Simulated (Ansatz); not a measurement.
NMR crystallography of Cu2O with an O vacancy: given against relaxed positions

Start: a supercell of Cu2O (cuprite type, Pn-3m) built from an entry of the Crystallography Open Database (COD) (the entry's cell lengths or inner coordinates differ somewhat from later room-temperature determinations), with all atoms left at the host's positions.

Space group P-43m (No. 215); a = 8.5200 Å.

```
site  Wyckoff  site symmetry       x       y       z
 Cu1       4e            .3m  0.1250  0.1250  0.1250
 Cu2      12i            ..m  0.1250  0.1250  0.6250
 Cu4      12i            ..m  0.1250  0.6250  0.6250
 Cu8       4e            .3m  0.6250  0.6250  0.6250
 O33       3d          -42.m  0.0000  0.0000  0.5000
 O35       3c          -42.m  0.0000  0.5000  0.5000
 O39       1b           -43m  0.5000  0.5000  0.5000
 O40       4e            .3m  0.2500  0.2500  0.2500
 O41       4e            .3m  0.2500  0.2500  0.7500
```

One atom of each set is listed.

All values are calculated (Ansatz; DFT, PBE, plane waves and PAW, scalar-relativistic, 420 eV cutoff, Γ-centred 2×2×2 k-points, Fermi–Dirac smearing 0.01 eV, cell charge +2), not measured.

The largest force at the start is 2.1 eV/Å. Relaxing the ions at fixed cell moves them by 0.321 Å at most (atom 12, Cu) and 0.116 Å rms.

```csv
site,moved (Å),first shell before,first shell after,V_zz before (10²¹ V/m²),η before
Cu1,0.321,1 O at 1.84 Å,1 O at 1.98 Å,-3.94,0.00
Cu2,0.038,"2 O at 1.84 Å, angle 180°","2 O at 1.85 Å, angle 177°",-4.35,0.02
Cu4,0.074,"2 O at 1.84 Å, angle 180°","2 O at 1.87–1.88 Å, angle 179°",-4.53,0.03
Cu8,0.002,"2 O at 1.84 Å, angle 180°","2 O at 1.84 Å, angle 180°",-4.55,0.00
O33,0.000,4 Cu at 1.84 Å,4 Cu at 1.85 Å,0.059,0.00
O35,0.000,4 Cu at 1.84 Å,4 Cu at 1.88 Å,0.18,0.00
O40,0.184,4 Cu at 1.84 Å,4 Cu at 1.87–1.98 Å,-0.52,0.00
O41,0.008,4 Cu at 1.84 Å,4 Cu at 1.84–1.85 Å,-0.073,0.00
```

(1) How do the gradients change?

## Answers

(1) 

```json
{"site": "Cu1", "V_zz after": "-4.82", "η after": "0.00", "change of V_zz": "-0.88"}
{"site": "Cu2", "V_zz after": "-4.19", "η after": "0.05", "change of V_zz": "+0.16"}
{"site": "Cu4", "V_zz after": "-3.73", "η after": "0.08", "change of V_zz": "+0.80"}
{"site": "Cu8", "V_zz after": "-4.28", "η after": "0.00", "change of V_zz": "+0.27"}
{"site": "O33", "V_zz after": "0.60", "η after": "0.00", "change of V_zz": "+0.54"}
{"site": "O35", "V_zz after": "-0.46", "η after": "0.00", "change of V_zz": "-0.64"}
{"site": "O40", "V_zz after": "-0.13", "η after": "0.00", "change of V_zz": "+0.39"}
{"site": "O41", "V_zz after": "0.57", "η after": "0.00", "change of V_zz": "+0.64"}
```

The largest change of V_zz is on Cu1, from -3.94 to -4.82. In per cent, |V_zz| changes by -18 to +22 on Cu (all sites that start above 2). V_zz changes sign on O35 (same axis), O41 (same axis). Sites without a gradient aren't listed. The host's own positions weren't relaxed first, so part of the change far from the defect can be the host's relaxation.

The run isn't spin-polarised, and a state with spin may lie lower. The defect repeats with the cell of 47 atoms, so it feels its images: sites between two images don't show the values beside a lone defect, and zeros or small values of η there can come from the images' arrangement. Cu carries a gradient in the pure host already, so the values there aren't the defect's effect alone. A uniform background compensates the cell's charge. The defect cell has no gap above 0.1 eV on its mesh, so the values can hang on the smearing and the k-mesh. Semilocal functionals underestimate gradients at Cu(I) with two or three neighbours, in Cu₂O by a fifth to nearly a half.
Before: The neighbours have not yet relaxed around the defect (largest force 2.1 eV/Å), so a real crystal will differ.
After: The relaxation keeps the symmetry of the vacancy's site, so distortions that break it, Jahn–Teller ones too, aren't explored.
